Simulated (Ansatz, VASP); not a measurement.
Given: the input of a run of VASP 6.6.1 on Al.

INCAR

```
SYSTEM = Al
PREC = Accurate
ENCUT = 500
EDIFF = 1E-6
ISMEAR = 0
SIGMA = 0.05
LREAL = .FALSE.
LASPH = .TRUE.
NELM = 80
ALGO = Normal
ISIF = 2
LWAVE = .FALSE.
LCHARG = .FALSE.
GGA = RP
```

The input KPOINTS:

```
regular mesh
0
G
  11 11 11
  0 0 0
```

File POSCAR:

```
Al
1.0
    0.0000000000      2.0248050000      2.0248050000
    2.0248050000      0.0000000000      2.0248050000
    2.0248050000      2.0248050000      0.0000000000
Al
1
Direct
    0.0000000000      0.0000000000      0.0000000000
```

Potentials or basis: VASP PAW PBE potentials, release 64 (Al).

Command:

```bash
$ cat potpaw_PBE.64/Al/POTCAR > POTCAR
$ mpirun -np 1 vasp_std > vasp.out
```

Question: Set up the same calculation for Ansatz 0.2.0. Potentials there: Ansatz PAW.

Answer: As run (the cutoff follows the program's own potentials):

input.yaml

```yaml
crystal:
  lattice:
    - [0.0, 2.024805, 2.024805]
    - [2.024805, 0.0, 2.024805]
    - [2.024805, 2.024805, 0.0]
  atoms:
    - { symbol: Al, position: [0.0, 0.0, 0.0] }
hamiltonian:
  xc: rpbe
  pseudopotentials: { kind: paw }
kpoints:
  mp_grid: { grid: [11, 11, 11] }
scf:
  occupations: { method: gaussian, width: 0.05 }
output:
  forces: true
  stress: true
  eigenvalues: true
```

Potentials or basis: Ansatz PAW.

Run with:

```sh
$ ansatz run input.yaml --threads 2 --pin off --max-ram 5632MiB --backend cpu --events-out ev --progress --plain --runs-dir out
```

Both were run:

|  | VASP | Ansatz | Ansatz less VASP |
| --- | --- | --- | --- |
| gap on the k mesh at the Fermi level (eV) | none | none | - |
| pressure (GPa) | 0.8 | 1.0 | +0.20 |

A gap of «none» marks a metal or a gap that the smearing closes. The functional is the same, so the differences come from potentials, cutoffs and numerics.

Caveats: the PAW data sets were made with another functional, which shifts forces and pressure a little (VASP); the PAW data sets come from PBE, with cores solved anew for the run's functional, which leaves a small shift of forces and pressure (Ansatz).
